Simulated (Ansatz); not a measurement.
Ansatz input

```yaml
crystal:
  lattice:
    - [-2.7351911466, 2.8402698391, 1.5216466527]
    - [2.8402698391, -2.7351911466, 1.5216466527]
    - [2.8562435938, 2.8562435938, -1.329194835]
  atoms:
    - { symbol: Hg, position: [0.0038292381, 0.9961707619, 0.0] }
    - { symbol: Hg, position: [0.7461707619, 0.2538292381, 0.5] }
hamiltonian:
  xc: r2scan
  pseudopotentials:
    kind: paw
    azcp:
      Hg: "pseudopotentials/Hg.paw.azcp"
basis:
  ecutwfc: 500
  fft_grid_basis: typed
kpoints:
  mp_grid: { grid: [13, 13, 9], shift: [0, 0, 0] }
magnetization:
  spin_polarized: false
scf:
  occupations: { method: fermi_dirac, width: 0.1 }
  lower_state_search: "off"
output:
  stress: true
  write_density: true
  write_potential: true
  elf: true
  volumetric_format: npy
```

Output

```
Engine: ansatz 0.2.0, x86_64-unknown-linux-gnu
Pseudopotentials: kind: paw
Pseudopotential: Hg, paw, valence charge 20, recommended cutoff 500 eV (meta_gga) 
Functional definition: r2SCAN
  parameter k0 = 0.174
  parameter k1 = 0.065
  parameter a1 = 4.9479
  exchange = r2scan_x(k0 = k0, k1 = k1, a1 = a1)
  correlation = r2scan_c
Crystal: 2 atoms, lattice volume = 49.243 Å³
Basis set: ecut = 500 eV, 1257 PW (Γ), exchange–correlation on 128×128×128 points (64 copies of the dense FFT grid, shifted against one another)
Bands: 24, of which v1, the nominal top of the filled ones, is band 20 counted from 1 (19 counted from 0)
Symmetry: 4 space group operations
Space group: C2/c (ITA 15), of the structure as read, at distance tolerance 3.7e-5 Å
k-points: 413 of 1521
Non-local potential: Hg, projectors of the file, l = 0: 3, l = 1: 2, l = 2: 2, l = 3: 1
PAW form: soft (Blöchl's): semilocal exchange-correlation on the pseudo side does not see the compensation charge
PAW frozen core: Hg, regenerated for the run's functional (the file was generated under x = pbe(κ = 0.804, μ = 0.2195149727645171), c = pbe(β = 0.06672455060314922))
PAW one-centre angular grid: Hg, 590 points (default); XC on 160 Gauss nodes
Initial density: superposition of atomic densities (neutral atoms: chi_scale 0, normalization atom), corrected by the library's trained network
Initial wavefunctions: pseudopotential atomic-orbital guess
Functional: x = r2scan, c = r2scan; τ floored in thin density (d = 2e-4 eV/Å³)
SCF iter   1: F=-27655.604912 eV  HF=-27655.631045 eV  |F-HF|=2.61e-2  |Δ(HF+E_count)|=         —  Δρ=8.80e-3  dr2=4.12e-2  dr2_τ=4.83e-3  ethr=1.77e-3  ⟨swp⟩=5.9  Hψ=41073  notcnv=0
SCF iter   2: F=-27655.618017 eV  HF=-27655.624011 eV  |F-HF|=5.99e-3  |Δ(HF+E_count)|=   7.03e-3  Δρ=4.54e-3  dr2=1.14e-2  dr2_τ=7.95e-4  ethr=1.03e-4  ⟨swp⟩=1.1  Hψ=15348  notcnv=0
SCF iter   3: F=-27655.621807 eV  HF=-27655.621727 eV  |F-HF|=7.92e-5  |Δ(HF+E_count)|=   2.28e-3  Δρ=1.13e-3  dr2=6.31e-4  dr2_τ=2.84e-5  ethr=2.86e-5  ⟨swp⟩=2.0  Hψ=16443  notcnv=0
SCF iter   4: F=-27655.621871 eV  HF=-27655.621848 eV  |F-HF|=2.22e-5  |Δ(HF+E_count)|=   1.21e-4  Δρ=2.69e-4  dr2=3.62e-5  dr2_τ=2.17e-6  ethr=1.58e-6  ⟨swp⟩=2.2  Hψ=17786  notcnv=0
SCF iter   5: F=-27655.621870 eV  HF=-27655.621869 eV  |F-HF|=7.98e-7  |Δ(HF+E_count)|=   2.07e-5  Δρ=5.87e-5  dr2=1.21e-6  dr2_τ=1.02e-7  ethr=9.05e-8  ⟨swp⟩=2.4  Hψ=14584  notcnv=0
SCF iter   6: F=-27655.621870 eV  HF=-27655.621870 eV  |F-HF|=8.16e-8  |Δ(HF+E_count)|=   8.80e-7  Δρ=1.30e-5  dr2=7.04e-8  dr2_τ=9.09e-9  ethr=2.50e-10  ⟨swp⟩=10.1  Hψ=69371  notcnv=0
SCF 1 converged in 6 iterations: F = -27655.621870 eV  dr2 = 7.04e-8
SCF converged after 6 iterations
Free energy (F): -27655.621870 eV
Harris-Foulkes:  -27655.621870 eV  (|F-HF|=8.16e-8)
Internal energy: -27655.604444 eV  (E = F + TS)
E sigma→0 (E₀):  -27655.613157 eV
Entropy (-TS):   -0.017426 eV (-8.713 meV/atom)
Fermi energy:    14.107732 eV
--- Per-component energies (eV) ---
  E_band       = -850.940981
  E_kinetic    = 1210.723860
  E_local      = -5241.336348  (includes V_loc(G=0)·N_el)
  E_nonlocal   = 147.176510
  E_hartree    = 2248.546127
  E_xc         = -417.613844
  E_vxc        = -581.389701  (∫ρ·V_xc dr)
  E_paw        = -19943.653822  (= ΣΔE_a)
  E_vpaw       = -923.510630  (= ΣTr[D̂ρ^β])
  E_aug_tail   = 0.000756  (compensation charges beyond the density's cutoff)
  E_vtau       = 40.295793  (kinetic-family band-sum trace: ∫τ·v_τ [+ j·A + Jᵃ·Aᵃ] dr)
  E_ewald      = -5659.149828
  E_core_change = -0.297855  (= ΣΔE_core)
  E_smearing   = -0.017426  (= −TS)
  E_closure    = 0.000000  (closes the sum)
  Σ components = -27655.621870   (vs F -27655.621870, Δ=0.00e0)
--- Stress (GPa, compression-positive) ---
        3.401729       0.017964      -0.018104
        0.017964       3.401729      -0.018104
       -0.018104      -0.018104       2.773880
  P = ⅓ Tr σ = 3.1924 GPa (31.924 kbar)
--- Band table (eV; the first three rows and the last of 413) ---
  k-point 0: bands = ["-103.3404", "-103.3363", "-51.1988", "-51.1927", "-51.1439", "-51.1421", "-51.1398", "-51.1390", "4.8647", "5.5377", "5.6411", "5.8203", "5.9645", "7.2020", "7.2035", "7.2433", "7.2752", "7.7105", "8.2281", "15.6457", "15.7600", "16.3641", "22.5362", "25.6691"]
  k-point 1: bands = ["-103.3402", "-103.3364", "-51.1970", "-51.1914", "-51.1462", "-51.1420", "-51.1414", "-51.1383", "4.9959", "5.5708", "5.6972", "5.8269", "5.9527", "7.1394", "7.1696", "7.2954", "7.3361", "7.6635", "8.1389", "13.7382", "16.6139", "17.5712", "22.8749", "25.0168"]
  k-point 2: bands = ["-103.3399", "-103.3367", "-51.1920", "-51.1875", "-51.1513", "-51.1468", "-51.1412", "-51.1377", "5.3607", "5.6521", "5.8070", "5.9181", "5.9469", "7.0245", "7.1477", "7.3307", "7.4291", "7.5525", "7.9319", "11.8654", "17.3159", "19.0451", "23.8022", "23.9249"]
  k-point 412: bands = ["-103.3384", "-103.3383", "-51.2012", "-51.2000", "-51.1439", "-51.1427", "-51.1352", "-51.1346", "5.6390", "5.6773", "5.9164", "5.9530", "6.9500", "7.0016", "7.2180", "7.2480", "7.3159", "7.3533", "10.6151", "11.4077", "12.2905", "13.0818", "25.3343", "25.6761"]
```

Launched by

```sh
ansatz run input.yaml --threads 1 --pin off --max-ram 3584MiB --backend cpu --events-out ev --progress --plain --runs-dir out
```

On 1 thread of Intel(R) Xeon(R) Platinum 8259CL CPU @ 2.50GHz (Skylake/Cascade Lake) (shared host) this took about 78 s of wall time and 77 s of CPU time.
